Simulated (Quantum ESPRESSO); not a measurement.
# AlRu in Quantum ESPRESSO: the effect of functional

The system is AlRu.

```
Ru Al
1.0
     2.99160    0.00000    0.00000
     0.00000    2.99160    0.00000
     0.00000    0.00000    2.99160
Ru Al
1 1
Direct
  0.50000 0.50000 0.50000
  0.00000 0.00000 0.00000
```

Alike in all runs:

* Program: Quantum ESPRESSO 7.5
* Task: phonons
* Cutoff: 612 eV
* Density cutoff: 4898 eV
* k mesh: 9 × 9 × 9
* Occupations: cold, width 0.2 eV
* Spin: no spin polarisation

Each run relaxes the cell or the atoms first.

```csv
functional,potentials or basis,relaxed volume (Å³/atom),highest phonon frequency (cm⁻¹)
LDA,GBRV 1.5 LDA,12.89,327
PBE,GBRV 1.5 PBE,13.54,309
PBEsol,GBRV 1.5 PBEsol,13.17,323
BLYP,GBRV 1.5 PBE,14.02,272
RPBE,GBRV 1.5 PBE,13.74,303
AM05,GBRV 1.5 PBE,?,?
vdW-DF-cx,GBRV 1.5 PBE,13.23,321
```

**Question.** What does the run with functional AM05 give?

**Answer.** Relaxed volume 13.14 Å³/atom; highest phonon frequency 328 cm⁻¹.

Caveats: the mesh is thin for the phonons of a metal; the potentials were made for another functional, which shifts forces and pressure (some runs).
